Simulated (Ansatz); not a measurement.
AlCu3:

```
Cu Al
1.0
     0.00000    2.88801    2.88801
     2.88801    0.00000    2.88801
     2.88801    2.88801    0.00000
Cu Al
3 1
Direct
  0.75000 0.75000 0.75000
  0.25000 0.25000 0.25000
  0.50000 0.50000 0.50000
  0.00000 0.00000 0.00000
```

The cell comes from a database or a generator and needn't be the stable form of this composition.

Base run:

```yaml
Program: Ansatz 0.2.0
Functional: LDA
Potentials_or_basis: all-electron LAPW, scalar-relativistic
Cutoff: 287 eV
Density_cutoff: 1149 eV
Basis_error_allowed: 0.002 eV/atom
k_mesh: 8 × 8 × 8
Occupations: fermi-dirac, width 0.05 eV
Spin: no spin polarisation
```

Its results: pressure -6.2 GPa.

Task: The run is repeated on the same cell with these changes: functional from LDA to PBEsol. What comes out?

Result: Pressure -0.8 GPa.

PBEsol binds less tightly than LDA, so the same cell stands under more pressure.

Not every run made on this cell is shown here.
